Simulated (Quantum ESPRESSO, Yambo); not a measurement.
# GaN (F-43m): G0W0 in Yambo against the bands

How does the gap of GaN (F-43m) converge in the bands?

Main program and level: Yambo 5.3.0; PBE and many-body steps on it, plane waves.

### Step 1. The structure

Symmetry: F-43m, No. 216, cubic system. Conventional cell: a = 4.507 Å, b = 4.507 Å, c = 4.507 Å, α = 90.00°, β = 90.00°, γ = 90.00°. Nearest to Ga lie 4 N at 1.95 Å. Nearest to N lie 4 Ga at 1.95 Å. Farther neighbours and most contacts between anions are not listed.

Coordinates:

```cif
data_structure
_symmetry_space_group_name_H-M 'F-43m'
_symmetry_Int_Tables_number 216
_cell_length_a 4.5070
_cell_length_b 4.5070
_cell_length_c 4.5070
_cell_angle_alpha 90.000
_cell_angle_beta 90.000
_cell_angle_gamma 90.000
_cell_volume 91.55
loop_
_atom_site_label
_atom_site_type_symbol
_atom_site_symmetry_multiplicity
_atom_site_Wyckoff_symbol
_atom_site_fract_x
_atom_site_fract_y
_atom_site_fract_z
_atom_site_occupancy
Ga1 Ga 4 a 0.00000 0.00000 0.00000 1
N1 N 4 c 0.25000 0.25000 0.25000 1
```

The cell and positions are those that the Materials Project relaxed with its own functionals (PBE, PBE+U or r2SCAN), kept fixed. This is not the form that GaN usually takes at ambient conditions.

### Step 2. 28 bands

This step: Yambo 5.3.0; G0W0 on PBE, plane waves, norm-conserving pseudopotentials.

G0W0 replaces the xc potential by the self-energy, built once from these orbitals. Only a window of levels is corrected, while the sums run over the empty bands that the input names.

Contents of gw1.in:

```
HF_and_locXC
gw0
dyson
ppa
em1d
rim_cut
RandQpts= 1000000
RandGvec= 1 RL
EXXRLvcs= 104 Ry
VXCRLvcs= 416 Ry
Chimod= "HARTREE"
% BndsRnXp
 1 | 28 |
%
NGsBlkXp= 15.5 Ry
% LongDrXp
 1 | 1 | 1 |
%
% GbndRnge
 1 | 28 |
%
DysSolver= "n"
ExtendOut
PPAPntXp= 27.21138 eV
% QPkrange
 1 | 1 | 12 | 15 |
%
```

Run with:

```bash
OMP_NUM_THREADS=1 mpirun -n 4 yambo -F gw1.in -J gw1 -C gw1 > gw1.log
```

Output:

```text
 Yambo, version 5.3.0

 [02] CORE Variables Setup
 =========================

  [... cell, symmetries and grids as in the set-up ...]

  [02.05] Energies & Occupations
  ==============================

  [X] === General ===
  [X] Electronic Temperature                        :  0.000000  0.000000 [eV K]
  [X] Bosonic    Temperature                        :  0.000000  0.000000 [eV K]
  [X] Finite Temperature mode                       : no
  [X] El. density                                   :  0.11360E+25 [cm-3]
  [X] Fermi Level                                   :  11.62933 [eV]

  [X] === Gaps and Widths ===
  [X] Conduction Band Min                           :  1.752814 [eV]
  [X] Valence Band Max                              :  0.000000 [eV]
  [X] Filled Bands                                  :  13
  [X] Empty Bands                                   :   14  283
  [X] Direct Gap                                    :  1.752814 [eV]
  [X] Direct Gap localized at k                     :  1
  [X] Indirect Gap                                  :  1.752814 [eV]
  [X] Indirect Gap between kpts                     :  1  1
  [X] Last valence band width                       :  3.622457 [eV]
  [X] 1st conduction band width                     :  4.731742 [eV]

 [03] Transferred momenta grid and indexing
 ==========================================

 IBZ Q-points                                      :   8
 BZ  Q-points                                      :   64

 K/Q-points units:
 rlu = crystal or reduced units; cc = cartesian coordinates; iku = interal k-units

 Q [1]          [rlu]:  0.000000  0.000000  0.000000
 Q [2]          [rlu]:  0.10757E-16  0.10757E-16  0.25000
 Q [3]          [rlu]: -0.21514E-16 -0.21514E-16 -0.50000
 Q [4]          [rlu]: -0.23091E-16  0.25000      0.25000
 Q [5]          [rlu]: -0.11141E-16  0.25000      0.50000
 Q [6]          [rlu]: -0.21514E-16  0.25000     -0.25000
 Q [7]          [rlu]:  0.46183E-16 -0.50000     -0.50000
 Q [8]          [rlu]:  0.250000 -0.500000 -0.250000

 [04] Coloumb potential Random Integration (RIM)
 ===============================================

  [04.01] RIM initialization
  ==========================

  * Diagonal components only detected *

  8 x (sBL volume)        :  0.200747 [a.u.]
  sBZ random points       :  1000000
  Points outside the sBZ  :   7996195
  RL volume               :  1.605979 [a.u.]
  Integrated volume       :  1.606744 [a.u.]

  [04.02] RIM integrals
  =====================

  Gamma point sphere radius             :  0.106210 [a.u.]
  Points outside the sphere             :   799659
  [Int_sBZ(q=0) 1/q^2]*(Vol_sBZ)^(-1/3) =:  7.764404
                                 should be <:  7.795600

  Summary of Coulomb integrals for non-metallic bands |Q|[au] RIM/Bare

  Q [1] 0.100000E-4 0.995998 * Q [2] 0.319443 1.065507
  Q [4] 0.368862 1.063520 * Q [6] 0.521649 1.025994
  Q [5] 0.611688 1.019443 * Q [3] 0.638887 1.016823
  Q [7] 0.737723 1.013697 * Q [8] 0.824799 1.010734

 [WARNING] [Xp] User bands 1-28 break level degeneracy

 [05] Dipoles
 ============

  [05.01] Setup: observables and procedures
  =========================================

 [06] Dynamic Dielectric Matrix (PPA)
 ====================================

 [WR./gw1//ndb.pp]---------------------------------------------------------------
  Brillouin Zone Q/K grids (IBZ/BZ)                :    8   64    8   64
  RL vectors                                       :   3479 [WF]
  Coulomb cutoff potential                         : none
  Electronic Temperature                           :  0.000000 [K]
  Bosonic    Temperature                           :  0.000000 [K]
  PPA    diel. fun.  energies                      : Perdew, Burke & Ernzerhof(X)+Perdew, Burke & Ernzerhof(C)
  wavefunctions                                    : Perdew, Burke & Ernzerhof(X)+Perdew, Burke & Ernzerhof(C)
  Global Gauge                                     : length
  X matrix size                                    :  181
  X band range                                     :   1  28
  X e/h energy range                               : -1.000000 -1.000000 [eV]
  X Time ordering                                  : R
  X Hxc Kernel                                     : HARTREE
  X Drude frequency                                :  0.000000  0.000000
  X poles                                          :  100.0000 [o/o]
  RL vectors in the sum                            :   3479
  [r,Vnl] included                                 : yes
  Field direction                                  :  0.577350E-5  0.577350E-5  0.577350E-5
  BZ energy Double Grid                            : no
  BZ energy DbGd points                            : 0
  BZ Q point size factor                           : -1.000000
  X Optical Averaged directions                    : none

 [07] Local Exchange-Correlation + Non-Local Fock
 ================================================

 [VXC] Plane waves :  22219
 [EXS] Plane waves :  2741

 QP @ state[ 1 ] K range:  1  1
 QP @ state[ 1 ] b range:  12  15

 [xc] Functional : Perdew, Burke & Ernzerhof(X)+Perdew, Burke & Ernzerhof(C)
 [xc] LIBXC used to calculate xc functional
  PP Number of Atomic Species                      :  2
  NLCC RL compoments                               :  22219
  PP Number of Atomic Species                      :  2
  NLCC RL compoments                               :  22219

 [xc] E_xc :  -24.12284 [Ha]
      E_xc :  -48.24568 [Ry]

  Local XC kind (lXC) : Perdew, Burke & Ernzerhof(X)+Perdew, Burke & Ernzerhof(C)
  Non-Local XC kind (nlXC) : Hartree-Fock

  Corrections @ K [1] :  [eV]
 <12|nlXC|12> = -22.57679  0.12513E-16 <12|lXC|12> = -19.10882  0.37763E-15
 <13|nlXC|13> = -22.57686  0.81042E-17 <13|lXC|13> = -19.10882  0.17702E-15
 <14|nlXC|14> = -9.847448 -0.67127E-18 <14|lXC|14> = -14.14882  0.11801E-16
 <15|nlXC|15> = -7.024709  0.15071E-18 <15|lXC|15> = -13.03826 -0.18882E-15

 [08] Dyson equation: Newton solver
 ==================================

  [08.01] G0W0 (W PPA)
  ====================

  [  GW  ] Bands range     :   1  28
  [GW/PPA] G damping       :  0.100000 [eV]

  QP @ state[ 1 ] K range:  1  1
  QP @ state[ 1 ] b range:  12  15

   Sc/G bands                                       :   1  28
   Sc/G damping                                     :  0.100000 ev
   Sc bands terminator                              : no
   Sx RL components                                 :  2741

   QP @ state[ 1 ] K range                          :  1  1
   QP @ state[ 1 ] b range                          :  12  15
   GF energies kind                                 : Perdew, Burke & Ernzerhof(X)+Perdew, Burke & Ernzerhof(C)
   GF WF`s kind                                     : Perdew, Burke & Ernzerhof(X)+Perdew, Burke & Ernzerhof(C)
   Xs energies kind                                 : Perdew, Burke & Ernzerhof(X)+Perdew, Burke & Ernzerhof(C)
   Xs WF`s kind                                     : Perdew, Burke & Ernzerhof(X)+Perdew, Burke & Ernzerhof(C)

 [11] Game Over & Game summary
```

Run time: 13 s. Hardware: 4 MPI ranks of Arm Neoverse V1, shared host; peak memory 1.4 GiB.

This step gave:

```yaml
g0w0_gap_on_the_points_computed: 2.556 eV
starting_gap_on_the_mesh: 1.753 eV
k_of_the_valence_top: 0, 0, 0
k_of_the_conduction_bottom: 0, 0, 0
least_direct_g0w0_gap_on_the_computed_points: 2.556 eV
z_at_the_valence_top: 0.7864
z_at_the_conduction_bottom: 0.8125
```

The gap on the mesh goes from 1.75 eV to 2.56 eV, a correction of +0.80 eV.

### Step 3. 46 bands

Contents of gw2.in:

```
HF_and_locXC
gw0
dyson
ppa
em1d
rim_cut
RandQpts= 1000000
RandGvec= 1 RL
EXXRLvcs= 104 Ry
VXCRLvcs= 416 Ry
Chimod= "HARTREE"
% BndsRnXp
 1 | 46 |
%
NGsBlkXp= 15.5 Ry
% LongDrXp
 1 | 1 | 1 |
%
% GbndRnge
 1 | 46 |
%
DysSolver= "n"
ExtendOut
PPAPntXp= 27.21138 eV
% QPkrange
 1 | 1 | 12 | 15 |
%
```

Run with:

```bash
OMP_NUM_THREADS=1 mpirun -n 4 yambo -F gw2.in -J gw2 -C gw2 > gw2.log
```

Output:

```text
 Yambo, version 5.3.0

 [02] CORE Variables Setup
 =========================

  [... cell, symmetries and grids as in the set-up ...]

  [02.05] Energies & Occupations
  ==============================

  [X] === General ===
  [X] Electronic Temperature                        :  0.000000  0.000000 [eV K]
  [X] Bosonic    Temperature                        :  0.000000  0.000000 [eV K]
  [X] Finite Temperature mode                       : no
  [X] El. density                                   :  0.11360E+25 [cm-3]
  [X] Fermi Level                                   :  11.62933 [eV]

  [X] === Gaps and Widths ===
  [X] Conduction Band Min                           :  1.752814 [eV]
  [X] Valence Band Max                              :  0.000000 [eV]
  [X] Filled Bands                                  :  13
  [X] Empty Bands                                   :   14  283
  [X] Direct Gap                                    :  1.752814 [eV]
  [X] Direct Gap localized at k                     :  1
  [X] Indirect Gap                                  :  1.752814 [eV]
  [X] Indirect Gap between kpts                     :  1  1
  [X] Last valence band width                       :  3.622457 [eV]
  [X] 1st conduction band width                     :  4.731742 [eV]

 [03] Transferred momenta grid and indexing
 ==========================================

 IBZ Q-points                                      :   8
 BZ  Q-points                                      :   64

 K/Q-points units:
 rlu = crystal or reduced units; cc = cartesian coordinates; iku = interal k-units

 Q [1]          [rlu]:  0.000000  0.000000  0.000000
 Q [2]          [rlu]:  0.10757E-16  0.10757E-16  0.25000
 Q [3]          [rlu]: -0.21514E-16 -0.21514E-16 -0.50000
[...]
================================================

 [VXC] Plane waves :  22219
 [EXS] Plane waves :  2741

 QP @ state[ 1 ] K range:  1  1
 QP @ state[ 1 ] b range:  12  15

 [xc] Functional : Perdew, Burke & Ernzerhof(X)+Perdew, Burke & Ernzerhof(C)
 [xc] LIBXC used to calculate xc functional
  PP Number of Atomic Species                      :  2
  NLCC RL compoments                               :  22219
  PP Number of Atomic Species                      :  2
  NLCC RL compoments                               :  22219

 [xc] E_xc :  -24.12284 [Ha]
      E_xc :  -48.24568 [Ry]

  Local XC kind (lXC) : Perdew, Burke & Ernzerhof(X)+Perdew, Burke & Ernzerhof(C)
  Non-Local XC kind (nlXC) : Hartree-Fock

  Corrections @ K [1] :  [eV]
 <12|nlXC|12> = -22.57679  0.12513E-16 <12|lXC|12> = -19.10882  0.37763E-15
 <13|nlXC|13> = -22.57686  0.81042E-17 <13|lXC|13> = -19.10882  0.17702E-15
 <14|nlXC|14> = -9.847448 -0.67127E-18 <14|lXC|14> = -14.14882  0.11801E-16
 <15|nlXC|15> = -7.024709  0.15071E-18 <15|lXC|15> = -13.03826 -0.18882E-15

 [08] Dyson equation: Newton solver
 ==================================

  [08.01] G0W0 (W PPA)
  ====================

  [  GW  ] Bands range     :    1   46
  [GW/PPA] G damping       :  0.100000 [eV]

  QP @ state[ 1 ] K range:  1  1
  QP @ state[ 1 ] b range:  12  15

   Sc/G bands                                       :    1   46
   Sc/G damping                                     :  0.100000 ev
   Sc bands terminator                              : no
   Sx RL components                                 :  2741

   QP @ state[ 1 ] K range                          :  1  1
   QP @ state[ 1 ] b range                          :  12  15
   GF energies kind                                 : Perdew, Burke & Ernzerhof(X)+Perdew, Burke & Ernzerhof(C)
   GF WF`s kind                                     : Perdew, Burke & Ernzerhof(X)+Perdew, Burke & Ernzerhof(C)
   Xs energies kind                                 : Perdew, Burke & Ernzerhof(X)+Perdew, Burke & Ernzerhof(C)
   Xs WF`s kind                                     : Perdew, Burke & Ernzerhof(X)+Perdew, Burke & Ernzerhof(C)

 [11] Game Over & Game summary
```

Wall time 22 s (4 MPI ranks); peak memory 1.4 GiB.

Numbers from this step:

- G0W0 gap on the points computed: 2.520 eV
- starting gap on the mesh: 1.753 eV
- k of the valence top: 0, 0, 0
- k of the conduction bottom: 0, 0, 0
- least direct G0W0 gap on the computed points: 2.520 eV
- Z at the valence top: 0.7869
- Z at the conduction bottom: 0.8132

Against the run before, the gap moves by −0.036 eV.

### Step 4. 81 bands

Contents of gw3.in:

```
HF_and_locXC
gw0
dyson
ppa
em1d
rim_cut
RandQpts= 1000000
RandGvec= 1 RL
EXXRLvcs= 104 Ry
VXCRLvcs= 416 Ry
Chimod= "HARTREE"
% BndsRnXp
 1 | 81 |
%
NGsBlkXp= 15.5 Ry
% LongDrXp
 1 | 1 | 1 |
%
% GbndRnge
 1 | 81 |
%
DysSolver= "n"
ExtendOut
PPAPntXp= 27.21138 eV
% QPkrange
 1 | 1 | 12 | 15 |
%
```

Run with:

```bash
OMP_NUM_THREADS=1 mpirun -n 4 yambo -F gw3.in -J gw3 -C gw3 > gw3.log
```

Output:

```text
 Yambo, version 5.3.0

 [02] CORE Variables Setup
 =========================

  [... cell, symmetries and grids as in the set-up ...]

  [02.05] Energies & Occupations
  ==============================

  [X] === General ===
  [X] Electronic Temperature                        :  0.000000  0.000000 [eV K]
  [X] Bosonic    Temperature                        :  0.000000  0.000000 [eV K]
  [X] Finite Temperature mode                       : no
  [X] El. density                                   :  0.11360E+25 [cm-3]
[...]
Sx RL components                                 :  2741

   QP @ state[ 1 ] K range                          :  1  1
   QP @ state[ 1 ] b range                          :  12  15
   GF energies kind                                 : Perdew, Burke & Ernzerhof(X)+Perdew, Burke & Ernzerhof(C)
   GF WF`s kind                                     : Perdew, Burke & Ernzerhof(X)+Perdew, Burke & Ernzerhof(C)
   Xs energies kind                                 : Perdew, Burke & Ernzerhof(X)+Perdew, Burke & Ernzerhof(C)
   Xs WF`s kind                                     : Perdew, Burke & Ernzerhof(X)+Perdew, Burke & Ernzerhof(C)

 [11] Game Over & Game summary
```

It took 37 s on 4 MPI ranks; peak memory 1.4 GiB.

This step gave:

| Property | Result |
| --- | --- |
| G0W0 gap on the points computed | 2.541 eV |
| starting gap on the mesh | 1.753 eV |
| k of the valence top | 0, 0, 0 |
| k of the conduction bottom | 0, 0, 0 |
| least direct G0W0 gap on the computed points | 2.541 eV |

Against the run before, the gap moves by +0.021 eV.

(Continued in part 2 of 2.)

[Paths, hosts, dates, memory and timing lines, banners, echoed tables and standing remarks are left out of the program output.]

[Logs are printed without paths, hosts, clocks, repeated set-up lines and the standing remarks that a program may print on its own settings, such as how far it seeks lower states.]

[Runs of the session that timed out or met a known fault of the program may be left out.]

[Hosts, paths, dates, database ids (printed as entryN), source tags and the programs' standing remarks are cut or masked in the printed files.]
